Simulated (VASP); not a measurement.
# SiC (Cmc2_1) in VASP: a series of runs

Aim: see how the results for SiC move with the level of theory and the settings. Levels: LDA, PBE. Tasks: band structure.

Everything below comes from runs of VASP 6.6.1. Logs are shortened: lines on timing, memory, paths and dates and some standing lists are left out, and cuts for length are marked.

**1. The structure**

It takes space group Cmc2_1 (No. 36, orthorhombic). The conventional cell has a = 3.102 Å, b = 5.072 Å, c = 5.026 Å, α = 90.00°, β = 90.00°, γ = 90.00°. Si (site symmetry m) has 4 C at 1.84 to 1.88 Å as nearest neighbours. C (site symmetry m) has 4 Si at 1.84 to 1.88 Å as nearest neighbours.

The cell was built by a generator and isn't the measured one.

**2. Band structure, LDA**

INCAR

```
SYSTEM = SiC
PREC = Accurate
ENCUT = 220
EDIFF = 1E-7
ISMEAR = 0
SIGMA = 0.02
LREAL = .False.
LASPH = .True.
NELM = 60
ALGO = Normal
ISIF = 2
LWAVE = .False.
LCHARG = .False.
GGA = CA
KPAR = 2
```

KPOINTS

```
Automatic mesh
0
Gamma
  3 2 2
  0 0 0
```

POSCAR

```
SiC                                     
1.0
    3.1022835425      0.0000000000      0.0000000000
    0.0000000000      5.0256993388      0.0000000000
    0.0000000000      0.0000000000      5.0721004359
  Si              C             
     4     4
Direct
     0.0000000000000000    0.9982071719894313    0.3328885494177227
     0.5000000000000000    0.9982071719894313    0.8328885494177228
     0.5000000000000000    0.4982071719894313    0.1671114505822772
     1.0000000000000000    0.4982071719894313    0.6671114505822772
     0.0000000000000000    0.6237928280105686    0.3265462083199316
     0.5000000000000000    0.6237928280105686    0.8265462083199318
     0.5000000000000000    0.1237928280105686    0.1734537916800683
     0.0000000000000000    0.1237928280105686    0.6734537916800682
```

KPOINTS_OPT

```
path GXSYGZURTZ,YT,UX,SR
15
line-mode
reciprocal
 0.0000000000  0.0000000000  0.0000000000  G
 0.5000000000  0.0000000000  0.0000000000  X

 0.5000000000  0.0000000000  0.0000000000  X
 0.5000000000  0.5000000000  0.0000000000  S

 0.5000000000  0.5000000000  0.0000000000  S
 0.0000000000  0.5000000000  0.0000000000  Y

 0.0000000000  0.5000000000  0.0000000000  Y
 0.0000000000  0.0000000000  0.0000000000  G

 0.0000000000  0.0000000000  0.0000000000  G
 0.0000000000  0.0000000000  0.5000000000  Z

 0.0000000000  0.0000000000  0.5000000000  Z
 0.5000000000  0.0000000000  0.5000000000  U

 0.5000000000  0.0000000000  0.5000000000  U
 0.5000000000  0.5000000000  0.5000000000  R

 0.5000000000  0.5000000000  0.5000000000  R
 0.0000000000  0.5000000000  0.5000000000  T

 0.0000000000  0.5000000000  0.5000000000  T
 0.0000000000  0.0000000000  0.5000000000  Z

 0.0000000000  0.5000000000  0.0000000000  Y
 0.0000000000  0.5000000000  0.5000000000  T

 0.5000000000  0.0000000000  0.5000000000  U
 0.5000000000  0.0000000000  0.0000000000  X

 0.5000000000  0.5000000000  0.0000000000  S
 0.5000000000  0.5000000000  0.5000000000  R
```

Potentials or basis: VASP PAW LDA potentials, release 64 (Si, C).

The run is started by

```bash
cat potpaw_LDA.64/Si/POTCAR potpaw_LDA.64/C/POTCAR > POTCAR
mpirun -np 2 vasp_std > vasp.out
```

OUTCAR:

```text
SYSTEM = SiC
   PREC = Accurate
   ENCUT = 220
   EDIFF = 1E-7
   ISMEAR = 0
   LREAL = .False.
   LASPH = .True.
   NELM = 60
   ISIF = 2
   GGA = CA

 ion  position               nearest neighbor table
   1  0.000  0.998  0.333-   8 1.84   7 1.86   7 1.86   5 1.88   2 2.97   2 2.97   2 2.97   2 2.97
                             4 3.03   4 3.03   3 3.07   3 3.07   3 3.07   3 3.07
   2  0.500  0.998  0.833-   7 1.84   8 1.86   8 1.86   6 1.88   1 2.97   1 2.97   1 2.97   1 2.97
                             3 3.03   3 3.03   4 3.07   4 3.07   4 3.07   4 3.07
   3  0.500  0.498  0.167-   6 1.84   5 1.86   5 1.86   7 1.88   4 2.97   4 2.97   4 2.97   4 2.97
                             2 3.03   2 3.03   1 3.07   1 3.07   1 3.07   1 3.07
   4  0.000  0.498  0.667-   5 1.84   6 1.86   6 1.86   8 1.88   3 2.97   3 2.97   3 2.97   3 2.97
                             1 3.03   1 3.03   2 3.07   2 3.07   2 3.07   2 3.07
   5  0.000  0.624  0.327-   4 1.84   3 1.86   3 1.86   1 1.88
   6  0.500  0.624  0.827-   3 1.84   4 1.86   4 1.86   2 1.88
   7  0.500  0.124  0.173-   2 1.84   1 1.86   1 1.86   3 1.88
   8  0.000  0.124  0.673-   1 1.84   2 1.86   2 1.86   4 1.88

  LATTYP: Found a simple orthorhombic cell.
 ALAT       =     3.1022835425
 B/A-ratio  =     1.6200000000
 C/A-ratio  =     1.6349570780

  Lattice vectors:

 A1 = (   3.1022835425,   0.0000000000,   0.0000000000)
 A2 = (   0.0000000000,   5.0256993388,   0.0000000000)
 A3 = (   0.0000000000,   0.0000000000,   5.0721004359)

Analysis of symmetry for initial positions (statically):
=====================================================================
 Subroutine PRICEL returns following result:

  LATTYP: Found a base centered orthorhombic cell.
 ALAT       =     3.1022835425
 B/A-ratio  =     1.6349570780
 C/A-ratio  =     1.6200000000

  Lattice vectors:

 A1 = (   1.5511417713,   0.0000000000,   2.5360502180)
 A2 = (   1.5511417713,   0.0000000000,  -2.5360502180)
 A3 = (   0.0000000000,   5.0256993388,   0.0000000000)

   2 primitive cells build up your supercell.

 Routine SETGRP: Setting up the symmetry group for a
 simple orthorhombic supercell.

 Subroutine GETGRP returns: Found  4 space group operations
 (whereof  2 operations were pure point group operations)
 out of a pool of  8 trial point group operations.

The static configuration has the point symmetry C_1h.
 The point group associated with its full space group is C_2v.

Analysis of symmetry for dynamics (positions and initial velocities):
=====================================================================
 Subroutine PRICEL returns following result:

  LATTYP: Found a base centered orthorhombic cell.
 ALAT       =     3.1022835425
 B/A-ratio  =     1.6349570780
 C/A-ratio  =     1.6200000000

  Lattice vectors:

 A1 = (   1.5511417713,   0.0000000000,   2.5360502180)
 A2 = (   1.5511417713,   0.0000000000,  -2.5360502180)
 A3 = (   0.0000000000,   5.0256993388,   0.0000000000)

   2 primitive cells build up your supercell.

 Routine SETGRP: Setting up the symmetry group for a
 simple orthorhombic supercell.

 Subroutine GETGRP returns: Found  4 space group operations
 (whereof  2 operations were pure point group operations)
 out of a pool of  8 trial point group operations.

The dynamic configuration has the point symmetry C_1h.
 The point group associated with its full space group is C_2v.

 Subroutine INISYM returns: Found  4 space group operations
 (whereof  2 operations are pure point group operations),
 and found     2 'primitive' translations

----------------------------------------------------------------------------------------

                                     Primitive cell

  volume of cell :      39.5399

  direct lattice vectors                    reciprocal lattice vectors
     1.551141771  0.000000000  2.536050218     0.322343199  0.000000000  0.197156979
     1.551141771  0.000000000 -2.536050218     0.322343199  0.000000000 -0.197156979
     0.000000000  5.025699339  0.000000000     0.000000000  0.198977283  0.000000000

  length of vectors
     2.972808689  2.972808689  5.025699339     0.377857132  0.377857132  0.198977283

  position of ions in fractional coordinates (direct lattice)
     0.332888549  0.667111451  0.998207172
     0.667111451  0.332888549  0.498207172
     0.326546208  0.673453792  0.623792828
     0.673453792  0.326546208  0.123792828

  ion indices of the primitive-cell ions
   primitive index   ion index
                 1           1
                 2           4
                 3           5
                 4           8

----------------------------------------------------------------------------------------

 KPOINTS: Automatic mesh

Automatic generation of k-mesh.
 Grid dimensions read from file:
 generate k-points for:    3    2    2

 Generating k-lattice:

  Cartesian coordinates                     Fractional coordinates (reciprocal lattice)
     0.107447733  0.000000000  0.000000000     0.333333333  0.000000000  0.000000000
     0.000000000  0.099488642  0.000000000     0.000000000  0.500000000  0.000000000
     0.000000000  0.000000000  0.098578490     0.000000000  0.000000000  0.500000000

  Length of vectors
     0.107447733  0.099488642  0.098578490

  Shift w.r.t. Gamma in fractional coordinates (k-lattice)
     0.000000000  0.000000000  0.000000000

 Subroutine IBZKPT returns following result:
 ===========================================

 Found      8 irreducible k-points:

 Following reciprocal coordinates:
            Coordinates               Weight
  0.000000  0.000000  0.000000      1.000000
  0.333333  0.000000  0.000000      2.000000
  0.000000  0.500000  0.000000      1.000000
  0.333333  0.500000  0.000000      2.000000
  0.000000  0.000000  0.500000      1.000000
  0.333333  0.000000  0.500000      2.000000
  0.000000  0.500000  0.500000      1.000000
  0.333333  0.500000  0.500000      2.000000
   k-points           NKPTS =      8   k-points in BZ     NKDIM =      8   number of bands    NBANDS=     21
   number of dos      NEDOS =    301   number of ions     NIONS =      8
   total plane-waves  NPLWV =  10752
   dimension x,y,z NGX =    16 NGY =   24 NGZ =   28
   dimension x,y,z NGXF=    32 NGYF=   48 NGZF=   56
   ions per type =               4   4
   NGX,Y,Z   is equivalent  to a cutoff of   8.57,  7.94,  9.18 a.u.
   NGXF,Y,Z  is equivalent  to a cutoff of  17.15, 15.88, 18.35 a.u.
 SYSTEM =  SiC
   PREC   = accura    normal or accurate (medium, high low for compatibility)
   ISTART =      0    job   : 0-new  1-cont  2-samecut
   ICHARG =      2    charge: 1-file 2-atom 10-const
   ISPIN  =      1    spin polarized calculation?
   LNONCOLLINEAR =      F non collinear calculations
   LSORBIT =      F    spin-orbit coupling
   LASPH  =      T    aspherical Exc in radial PAW
   ENCUT  =  220.0 eV  16.17 Ry    4.02 a.u.   3.75  6.08  6.13*2*pi/ulx,y,z
   NELM   =     60;   NELMIN=  2; NELMDL= -5     # of ELM steps
   EDIFF  = 0.1E-06   stopping-criterion for ELM
   LREAL  =      F    real-space projection
   EDIFFG = 0.1E-05   stopping-criterion for IOM
   NSW    =      0    number of steps for IOM
   IBRION =     -1    ionic relax: 0-MD 1-quasi-New 2-CG
   NFREE  =      0    steps in history (QN), initial steepest desc. (CG)
   ISIF   =      2    stress and relaxation
   ISYM   =      2    0-nonsym 1-usesym 2-fastsym
   POTIM  = 0.5000    time-step for ionic-motion
   TEBEG  =    0.0;   TEEND  =   0.0 temperature during run
   PSTRESS=    0.0 pullay stress
   NELECT =      32.0000    total number of electrons
   NUPDOWN=      -1.0000    fix difference up-down
   EMIN   =  10.00;   EMAX   =-10.00  energy-range for DOS
   EFERMI =   0.00;   METHOD = LEGACY
   ISMEAR =     0;   SIGMA  =   0.02  broadening in eV -4-tet -1-fermi 0-gaus
   EFERMI_NEDOS =   21; number of points for ismear=-14 and -15
   IALGO  =     38    algorithm
   IMIX   =      4    mixing-type and parameters
     AMIX     =   0.40;   BMIX     =  1.00
     AMIX_MAG =   1.60;   BMIX_MAG =  1.00
  volume/ion in A,a.u.               =       9.88        66.71
  Fermi-wavevector in a.u.,A,eV,Ry     =   1.210885  2.288241 19.949438  1.466242
  Thomas-Fermi vector in A             =   2.346418
   LORBIT       =      0    0 simple, 1 ext, 2 COOP (PROOUT), +10 PAW based schemes
   GGA     = CA    functional components
   LHFCALC =     F    Hartree Fock is set to
   AEXX    =    0.0000 exact exchange contribution
   IVDW    =     0    specifies the selected vdW correction
   LEPSILON=     F    determine dielectric tensor
   LRPA    =     F    only Hartree local field effects (RPA)
 non-spin polarized calculation
 Gauss-broadening in eV      SIGMA  =   0.02
  energy-cutoff  :      220.00
  volume of cell :       79.08
 maximum number of plane-waves:       608
 NGX is ok and might be reduce to    16
   NGX =  7   NGY = 13   NGZ = 13

 number of electron      31.9999986 magnetization

 Free energy of the ion-electron system (eV)
  ---------------------------------------------------
  ext. energy  EPLUGINS =         0.00000000
  ---------------------------------------------------
  free energy    TOTEN  =       -66.36966686 eV

  energy without entropy =      -66.36966686  energy(sigma->0) =      -66.36966686

 E-fermi :   9.2634     XC(G=0): -11.7538

 val. band max:        9.1252850226   @ k =   0.0000   0.0000   0.0000
 cond. band min:      10.8267933466   @ k =   0.3333   0.0000   0.0000
 fundamental gap:      1.7015083240
 Fermi energy:         9.2633669691

 k-point     1 :       0.0000    0.0000    0.0000
  band No.  band energies     occupation
      1      -7.1800      2.00000
      2      -3.5611      2.00000
      3      -3.3840      2.00000
      4      -2.0137      2.00000
      5      -0.2568      2.00000
      6       1.0917      2.00000
[... 13 lines left out ...]
     20      14.9604      0.00000
     21      15.1754      0.00000
[... 145 lines left out ...]
 k-point     8 :       0.3333    0.5000    0.5000
  band No.  band energies     occupation
      1      -3.6175      2.00000
      2      -3.6175      2.00000
      3      -3.6175      2.00000
      4      -3.6175      2.00000
      5       1.4553      2.00000
      6       1.4553      2.00000
[... 13 lines left out ...]
     20      12.8361      0.00000
     21      15.2408      0.00000

------------------------ aborting loop because EDIFF is reached ----------------------------------------

  FORCE on cell =-STRESS in cart. coord.  units (eV):
  Direction    XX          YY          ZZ          XY          YZ          ZX
  --------------------------------------------------------------------------------------
  -------------------------------------------------------------------------------------
  Total      -10.8012084    -11.1068356     -1.4318526      0.0000000      0.0000000      0.0000000
  in kB     -218.8351558   -225.0272381    -29.0096886      0.0000000      0.0000000      0.0000000
  external PRESSURE =    -157.6240275 kB  Pullay stress =       0.0000000 kB

 VOLUME and BASIS-vectors are now :
 -----------------------------------------------------------------------------
  energy-cutoff  :      220.00
  volume of cell :       79.08
      direct lattice vectors                 reciprocal lattice vectors
     3.102283542  0.000000000  0.000000000     0.322343199  0.000000000  0.000000000
     0.000000000  5.025699339  0.000000000     0.000000000  0.198977283  0.000000000
     0.000000000  0.000000000  5.072100436     0.000000000  0.000000000  0.197156979

 POSITION                                       TOTAL-FORCE (eV/Angst)
 -----------------------------------------------------------------------------------
      0.00000      5.01669      1.68844         0.000000     -0.002583     -0.009549
      1.55114      5.01669      4.22449        -0.000000     -0.002583     -0.009549
      1.55114      2.50384      0.84761         0.000000     -0.002583      0.009549
      0.00000      2.50384      3.38366         0.000000     -0.002583      0.009549
      0.00000      3.13500      1.65628         0.000000      0.002583     -0.012034
      1.55114      3.13500      4.19233         0.000000      0.002583     -0.012034
      1.55114      0.62215      0.87978         0.000000      0.002583      0.012034
      0.00000      0.62215      3.41583         0.000000      0.002583      0.012034
 -----------------------------------------------------------------------------------
    total drift:                                0.000000     -0.000327     -0.000006

  FREE ENERGIE OF THE ION-ELECTRON SYSTEM (eV)
  ---------------------------------------------------
  free  energy   TOTEN  =       -66.3696668619 eV

  energy  without entropy=      -66.3696668619  energy(sigma->0) =      -66.36966686
```

Wall time 15 s (2 MPI ranks of Intel Xeon Platinum 8488C (Sapphire Rapids), shared host); peak memory 0.12 GiB.

The run converged, but a check on its numbers failed (symmetry, net force, bounds or a known fault of this set-up), so they aren't taken as properties of the crystal.

Caveat: the k mesh is coarse (spacing up to 0.68 Å⁻¹), so the values aren't converged; the cutoff lies under the usual one of these potentials, so the numbers hold a large basis-set error.

**3. Band structure, PBE**

This run uses another cell than the first one, of 10.53 Å³/atom, 1.065 times its volume.

INCAR

```
SYSTEM = SiC
  PREC = Accurate
  ENCUT = 520
  EDIFF = 1E-7
  ISMEAR = 0
  SIGMA = 0.02
  LREAL = .False.
  LASPH = .True.
  NELM = 60
  ALGO = Normal
  ISIF = 2
  LWAVE = .False.
  LCHARG = .False.
  GGA = PE
  NBANDS = 26
  KPAR = 8
```

KPOINTS

```
regular mesh
0
Gamma
  8 5 5
  0 0 0
```

POSCAR

```
SiC                                     
1.0
    3.1179847954      0.0000000000      0.0000000000
    0.0000000000      5.0511353685      0.0000000000
    0.0000000000      0.0000000000      5.3470105717
  Si              C             
     4     4
Direct
     1.0000000000000000    0.9993143623692506    0.3331245849144541
     0.5000000000000000    0.9993143623692506    0.8331245849144540
     0.5000000000000000    0.4993143623692506    0.1668754150855459
     0.0000000000000000    0.4993143623692506    0.6668754150855460
     0.0000000000000000    0.6226856376307492    0.3327744235988001
     0.5000000000000000    0.6226856376307492    0.8327744235988003
     0.5000000000000000    0.1226856376307492    0.1672255764011998
     0.0000000000000000    0.1226856376307492    0.6672255764011997
```

KPOINTS_OPT, as its differences from that of step 2:

```diff
@@ -1,3 +1,3 @@
 path GXSYGZURTZ,YT,UX,SR
-15
+20
 line-mode
```

Potentials or basis: VASP PAW PBE potentials, release 64 (Si, C).

The run is started by

```bash
cat potpaw_PBE.64/Si/POTCAR potpaw_PBE.64/C/POTCAR > POTCAR
mpirun -np 8 vasp_std > vasp.out
```

Wall time 52 s (8 MPI ranks of Intel Xeon Platinum 8259CL at 2.50GHz (Skylake/Cascade Lake), shared host); peak memory 0.29 GiB.

It converged, with:

```yaml
Free_energy: -60.2088 eV
Pressure: -0.5 GPa
Largest_force: 0.017 eV/Å
Band_gap_on_the_k_mesh: 2.39 eV
Band_gap_along_the_path: 2.33 eV
```

Forces on the atoms (eV/Å):
```
Si   0.000  0.003 -0.006
Si   0.000  0.003 -0.006
Si   0.000  0.003  0.006
Si   0.000  0.003  0.006
C    0.000 -0.003 -0.017
C    0.000 -0.003 -0.017
C    0.000 -0.003  0.017
C    0.000 -0.003  0.017
```

Stress tensor (GPa, compression positive):
```
-3.81  0.00  0.00
 0.00  2.06  0.00
 0.00  0.00  0.14
```

Levels at the corners of the path, in eV from the valence-band top:
| point | band 13 | band 14 | band 15 | band 16 | band 17 | band 18 | band 19 | band 20 |
| --- | --- | --- | --- | --- | --- | --- | --- | --- |
| Γ | -1.29 | -0.08 | -0.08 | 0.00 | 2.54 | 4.19 | 4.50 | 6.10 |
| X | -2.89 | -2.89 | -2.66 | -2.66 | 3.19 | 3.19 | 6.81 | 6.81 |
| X | -2.89 | -2.89 | -2.66 | -2.66 | 3.19 | 3.19 | 6.81 | 6.81 |
| S | -2.01 | -2.01 | -2.01 | -2.01 | 4.82 | 4.82 | 4.82 | 4.82 |
| S | -2.01 | -2.01 | -2.01 | -2.01 | 4.82 | 4.82 | 4.82 | 4.82 |
| Y | -0.82 | -0.82 | -0.72 | -0.72 | 3.19 | 3.19 | 5.16 | 5.16 |
| Y | -0.82 | -0.82 | -0.72 | -0.72 | 3.19 | 3.19 | 5.16 | 5.16 |
| Γ | -1.29 | -0.08 | -0.08 | 0.00 | 2.54 | 4.19 | 4.50 | 6.10 |
| Γ | -1.29 | -0.08 | -0.08 | 0.00 | 2.54 | 4.19 | 4.50 | 6.10 |
| Z | -1.00 | -1.00 | -0.69 | -0.69 | 3.81 | 3.81 | 5.81 | 5.81 |
| Z | -1.00 | -1.00 | -0.69 | -0.69 | 3.81 | 3.81 | 5.81 | 5.81 |
| U | -3.25 | -3.25 | -1.17 | -1.17 | 2.73 | 2.73 | 4.27 | 4.27 |
| U | -3.25 | -3.25 | -1.17 | -1.17 | 2.73 | 2.73 | 4.27 | 4.27 |
| R | -2.29 | -2.29 | -2.29 | -2.29 | 3.28 | 3.28 | 3.28 | 3.28 |
| R | -2.29 | -2.29 | -2.29 | -2.29 | 3.28 | 3.28 | 3.28 | 3.28 |
| T | -1.82 | -1.82 | -1.82 | -1.82 | 4.32 | 4.32 | 4.32 | 4.32 |
| T | -1.82 | -1.82 | -1.82 | -1.82 | 4.32 | 4.32 | 4.32 | 4.32 |
| Z | -1.00 | -1.00 | -0.69 | -0.69 | 3.81 | 3.81 | 5.81 | 5.81 |
| Y | -0.82 | -0.82 | -0.72 | -0.72 | 3.19 | 3.19 | 5.16 | 5.16 |
| T | -1.82 | -1.82 | -1.82 | -1.82 | 4.32 | 4.32 | 4.32 | 4.32 |
| U | -3.25 | -3.25 | -1.17 | -1.17 | 2.73 | 2.73 | 4.27 | 4.27 |
| X | -2.89 | -2.89 | -2.66 | -2.66 | 3.19 | 3.19 | 6.81 | 6.81 |
| S | -2.01 | -2.01 | -2.01 | -2.01 | 4.82 | 4.82 | 4.82 | 4.82 |
| R | -2.29 | -2.29 | -2.29 | -2.29 | 3.28 | 3.28 | 3.28 | 3.28 |

(Continued in part 2 of 2.)
